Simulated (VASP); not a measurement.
# ZnO in VASP: notebook

The runs below take ZnO through single point, relaxation of the atoms, with PBE.

Everything below comes from runs of VASP 6.6.1. Logs are shortened: lines on timing, memory, paths and dates and some standing lists are left out, and cuts for length are marked.

### 1 The structure

The cell holds a slab with vacuum, 20 atoms: a = 3.287 Å, b = 5.300 Å, c = 27.334 Å, α = 90.00°, β = 90.00°, γ = 90.00°.

### 2 Single point, PBE

INCAR

```
SYSTEM = ZnO
  PREC = Accurate
  ENCUT = 520
  EDIFF = 1E-6
  ISMEAR = 0
  SIGMA = 0.03
  LREAL = .False.
  LASPH = .True.
  NELM = 80
  ALGO = Normal
  ISIF = 2
  LWAVE = .False.
  LCHARG = .False.
  LDIPOL = .True.
  IDIPOL = 3
  DIPOL = 0.5 0.5 0.500
  GGA = PE
  NBANDS = 106
  LVHAR = .True.
  LVACPOTAV = .True.
  ICORELEVEL = 1
  LUSENCCL = .False.
```

KPOINTS

```
regular mesh
0
Gamma
  8 5 1
  0 0 0
```

POSCAR

```
ZnO
1.0
    3.2865004400      0.0000000000      0.0000000000
    0.0000000000      5.3003900000      0.0000000000
    0.0000000000      0.0000000000     27.3335069900
Zn O
10 10
Direct
    0.9999995200      0.5001730000      0.2743885000
    0.5000005300      0.0001730000      0.3090980300
    0.4999995400      0.5001730000      0.3785168700
    0.0000005500      0.0001730000      0.4132263900
    0.9999995600      0.5001730000      0.4826452400
    0.5000005600      0.0001730000      0.5173547600
    0.4999995800      0.5001730000      0.5867736100
    0.0000005800      0.0001730000      0.6214831300
    0.9999995900      0.5001730000      0.6909019700
    0.5000006000      0.0001730000      0.7256115000
    0.9999995200      0.1208170000      0.2743885000
    0.5000005300      0.6208170000      0.3090980300
    0.4999995400      0.1208170000      0.3785168700
    0.0000005500      0.6208170000      0.4132263900
    0.9999995600      0.1208170000      0.4826452400
    0.5000005600      0.6208170000      0.5173547600
    0.4999995800      0.1208170000      0.5867736100
    0.0000005800      0.6208170000      0.6214831300
    0.9999995900      0.1208170000      0.6909019700
    0.5000006000      0.6208170000      0.7256115000
```

Potentials or basis: VASP PAW PBE potentials, release 64 (Zn, O).

On the command line:

```console
> cat potpaw_PBE.64/Zn/POTCAR potpaw_PBE.64/O/POTCAR > POTCAR
> mpirun -np 1 vasp_std > vasp.out
```

OUTCAR:

```text
SYSTEM = ZnO
   PREC = Accurate
   ENCUT = 520
   EDIFF = 1E-6
   ISMEAR = 0
   LREAL = .False.
   LASPH = .True.
   NELM = 80
   ISIF = 2
   GGA = PE

 ion  position               nearest neighbor table
   1  1.000  0.500  0.274-  12 2.00  12 2.00  11 2.01
   2  0.500  0.000  0.309-  11 2.00  13 2.00  11 2.00  12 2.01
   3  0.500  0.500  0.379-  14 2.00  12 2.00  14 2.00  13 2.01
   4  0.000  0.000  0.413-  13 2.00  15 2.00  13 2.00  14 2.01
   5  1.000  0.500  0.483-  16 2.00  14 2.00  16 2.00  15 2.01
   6  0.500  0.000  0.517-  15 2.00  17 2.00  15 2.00  16 2.01
   7  0.500  0.500  0.587-  18 2.00  16 2.00  18 2.00  17 2.01
   8  0.000  0.000  0.621-  17 2.00  19 2.00  17 2.00  18 2.01
   9  1.000  0.500  0.691-  20 2.00  18 2.00  20 2.00  19 2.01
  10  0.500  0.000  0.726-  19 2.00  19 2.00  20 2.01
  11  1.000  0.121  0.274-   2 2.00   2 2.00   1 2.01
  12  0.500  0.621  0.309-   1 2.00   3 2.00   1 2.00   2 2.01
  13  0.500  0.121  0.379-   4 2.00   2 2.00   4 2.00   3 2.01
  14  0.000  0.621  0.413-   3 2.00   5 2.00   3 2.00   4 2.01
  15  1.000  0.121  0.483-   6 2.00   4 2.00   6 2.00   5 2.01
  16  0.500  0.621  0.517-   5 2.00   7 2.00   5 2.00   6 2.01
  17  0.500  0.121  0.587-   8 2.00   6 2.00   8 2.00   7 2.01
  18  0.000  0.621  0.621-   7 2.00   9 2.00   7 2.00   8 2.01
  19  1.000  0.121  0.691-  10 2.00   8 2.00  10 2.00   9 2.01
  20  0.500  0.621  0.726-   9 2.00   9 2.00  10 2.01

  LATTYP: Found a simple orthorhombic cell.
 ALAT       =     3.2865004400
 B/A-ratio  =     1.6127762940
 C/A-ratio  =     8.3169034932

  Lattice vectors:

 A1 = (   3.2865004400,   0.0000000000,   0.0000000000)
 A2 = (   0.0000000000,   5.3003900000,   0.0000000000)
 A3 = (   0.0000000000,   0.0000000000,  27.3335069900)

Analysis of symmetry for initial positions (statically):
=====================================================================
 Subroutine PRICEL returns:
 Original cell was already a primitive cell.

 Routine SETGRP: Setting up the symmetry group for a
 simple orthorhombic supercell.

 Subroutine GETGRP returns: Found  4 space group operations
 (whereof  2 operations were pure point group operations)
 out of a pool of  8 trial point group operations.

The static configuration has the point symmetry C_1h.
 The point group associated with its full space group is C_2v.

Analysis of symmetry for dynamics (positions and initial velocities):
=====================================================================
 Subroutine PRICEL returns:
 Original cell was already a primitive cell.

[... 155 lines left out ...]
  volume/ion in A,a.u.               =      23.81       160.66
  Fermi-wavevector in a.u.,A,eV,Ry     =   1.183732  2.236929 19.064774  1.401221
  Thomas-Fermi vector in A             =   2.319960
   LORBIT       =      0    0 simple, 1 ext, 2 COOP (PROOUT), +10 PAW based schemes
   GGA     = PE    functional components
   LHFCALC =     F    Hartree Fock is set to
   AEXX    =    0.0000 exact exchange contribution
   IVDW    =     0    specifies the selected vdW correction
   LEPSILON=     F    determine dielectric tensor
   LRPA    =     F    only Hartree local field effects (RPA)
 non-spin polarized calculation
 Gauss-broadening in eV      SIGMA  =   0.03
  energy-cutoff  :      520.00
  volume of cell :      476.14
 maximum number of plane-waves:     12882
   NGX = 13   NGY = 19   NGZ =101

 number of electron     180.0000001 magnetization

 dipolmoment           0.000000      0.000000     -0.000000 electrons x Angstroem

 Free energy of the ion-electron system (eV)
  ---------------------------------------------------
  ext. energy  EPLUGINS =         0.00000000
  ---------------------------------------------------
  free energy    TOTEN  =       -86.72186364 eV

  energy without entropy =      -86.72186364  energy(sigma->0) =      -86.72186364

 the core state eigenenergies are
   1-  1s  -9521.5167  2s  -1154.9856  2p  -1000.6371  3s   -126.4136  3p    -80.6006

   2-  1s  -9520.0729  2s  -1153.5869  2p   -999.2315  3s   -125.1114  3p    -79.3038

   3-  1s  -9520.6482  2s  -1154.1575  2p   -999.8023  3s   -125.6936  3p    -79.8868
[... 15 lines left out ...]
  11-  1s   -506.1900
  12-  1s   -507.4763
  13-  1s   -506.9168
  14-  1s   -507.1074
  15-  1s   -507.0373
  16-  1s   -507.0373
  17-  1s   -507.1074
  18-  1s   -506.9168
  19-  1s   -507.4763
  20-  1s   -506.1899

 E-fermi :  -1.7643     XC(G=0):  -6.0827

 val. band max:       -1.8999380986   @ k =   0.0000   0.0000   0.0000
 cond. band min:      -1.4604357333   @ k =   0.0000   0.0000   0.0000
 fundamental gap:      0.4395023653
 Fermi energy:        -1.7643106724

 k-point     1 :       0.0000    0.0000    0.0000
  band No.  band energies     occupation
      1     -19.9907      2.00000
      2     -19.9404      2.00000
      3     -19.7943      2.00000
      4     -19.5915      2.00000
      5     -19.4049      2.00000
      6     -19.2849      2.00000
[... 1564 lines left out ...]
    101       4.5834      0.00000
    102       4.5834      0.00000
 [bands above 102 left out]

------------------------ aborting loop because EDIFF is reached ----------------------------------------

  FORCE on cell =-STRESS in cart. coord.  units (eV):
  Direction    XX          YY          ZZ          XY          YZ          ZX
  --------------------------------------------------------------------------------------
  -------------------------------------------------------------------------------------
  Total       -2.3549848     -5.4366589     -1.3221736      0.0000000      0.0000000      0.0000000
  in kB       -7.9243167    -18.2938784     -4.4489977      0.0000000      0.0000000      0.0000000
  external PRESSURE =     -10.2223976 kB  Pullay stress =       0.0000000 kB

 VOLUME and BASIS-vectors are now :
 -----------------------------------------------------------------------------
  energy-cutoff  :      520.00
  volume of cell :      476.14
      direct lattice vectors                 reciprocal lattice vectors
     3.286500440  0.000000000  0.000000000     0.304275024  0.000000000  0.000000000
     0.000000000  5.300390000  0.000000000     0.000000000  0.188665362  0.000000000
     0.000000000  0.000000000 27.333506990     0.000000000  0.000000000  0.036585133

 POSITION                                       TOTAL-FORCE (eV/Angst)
 -----------------------------------------------------------------------------------
      3.28650      2.65111      7.50000         0.000000     -1.385173      1.157357
      1.64325      0.00092      8.44873         0.000000      0.700377     -0.788824
      1.64325      2.65111     10.34619         0.000000     -0.237425      0.188219
      0.00000      0.00092     11.29493         0.000000      0.100725     -0.088515
      3.28650      2.65111     13.19239         0.000000     -0.019483      0.039713
      1.64325      0.00092     14.14112         0.000000     -0.019483     -0.039713
[... 12 lines left out ...]
      3.28650      0.64038     18.88477         0.000000      0.086983      0.904506
      1.64325      3.29057     19.83351         0.000000      0.726786     -0.174415
 -----------------------------------------------------------------------------------
    total drift:                               -0.000894      0.001579     -0.005642

  FREE ENERGIE OF THE ION-ELECTRON SYSTEM (eV)
  ---------------------------------------------------
  free  energy   TOTEN  =       -86.7218636420 eV

  energy  without entropy=      -86.7218636420  energy(sigma->0) =      -86.72186364

 vacuum level on the upper side and lower side of the slab         3.257         3.257
```

OSZICAR:

```text
N       E                     dE             d eps       ncg     rms          rms(c)
DAV:   1     0.207825230205E+04    0.20783E+04   -0.82720E+04  3188   0.197E+03
DAV:   2     0.355756521218E+03   -0.17225E+04   -0.16335E+04  3396   0.511E+02
DAV:   3    -0.597106253572E+02   -0.41547E+03   -0.40482E+03  3452   0.231E+02
[... 22 lines left out ...]
DAV:  26    -0.867218556208E+02   -0.10519E-04   -0.50802E-07  2184   0.655E-03    0.159E-03
DAV:  27    -0.867218606653E+02   -0.50446E-05   -0.37991E-07  2144   0.411E-03    0.991E-04
DAV:  28    -0.867218623328E+02   -0.16675E-05   -0.18491E-07  2128   0.264E-03    0.678E-04
DAV:  29    -0.867218634293E+02   -0.10965E-05   -0.14384E-07  2048   0.266E-03    0.694E-04
DAV:  30    -0.867218636420E+02   -0.21276E-06   -0.50870E-08  2104   0.216E-03
   1 F= -.86721864E+02 E0= -.86721864E+02  d E =-.572838E-12
```

It took 11 min on 1 × NVIDIA H100 80GB with 1 thread of AMD EPYC 7R13 (Zen 3), shared host; peak memory 1.7 GiB.

What came out:

- Free energy: -86.7219 eV
- Largest force: 1.805 eV/Å
- Band gap on the k mesh: 0.44 eV, direct
- Ionisation potential of the upper face: 5.16 eV

Forces in eV/Å, atoms in the order of the input:
```
Zn   0.000 -1.385  1.157
Zn   0.000  0.700 -0.789
Zn   0.000 -0.237  0.188
Zn   0.000  0.101 -0.089
Zn   0.000 -0.019  0.040
Zn   0.000 -0.019 -0.040
Zn   0.000  0.101  0.089
Zn   0.000 -0.237 -0.188
Zn   0.000  0.700  0.789
Zn   0.000 -1.385 -1.157
O    0.000  0.727  0.174
O    0.000  0.087 -0.905
O    0.000  0.034  0.310
O    0.000 -0.013 -0.135
O    0.000  0.006  0.065
O    0.000  0.006 -0.065
O    0.000 -0.013  0.135
O    0.000  0.034 -0.310
O    0.000  0.087  0.905
O    0.000  0.727 -0.174
```

Levels at points of the mesh, in eV from the valence-band top:
```csv
k point,band 86,band 87,band 88,band 89,band 90,band 91,band 92,band 93,band 94,band 95
"(0.00, 0.00, 0.00)",-0.46,-0.36,-0.31,-0.01,0.00,0.44,0.95,1.87,2.92,3.99
"(0.50, 0.00, 0.00)",-1.36,-1.13,-1.13,-0.58,-0.58,3.33,3.33,5.31,5.31,5.38
```

Core levels (eV, on the scale of the bands):
```
atom                                                   levels
1 Zn  1s -9521.5, 2s -1155.0, 2p -1000.6, 3s -126.4, 3p -80.6
2 Zn   1s -9520.1, 2s -1153.6, 2p -999.2, 3s -125.1, 3p -79.3
3 Zn   1s -9520.6, 2s -1154.2, 2p -999.8, 3s -125.7, 3p -79.9
4 Zn   1s -9520.4, 2s -1154.0, 2p -999.6, 3s -125.5, 3p -79.7
5 Zn   1s -9520.5, 2s -1154.0, 2p -999.7, 3s -125.6, 3p -79.8
6 Zn   1s -9520.5, 2s -1154.0, 2p -999.7, 3s -125.6, 3p -79.8
```

(Continued in part 2 of 3.)
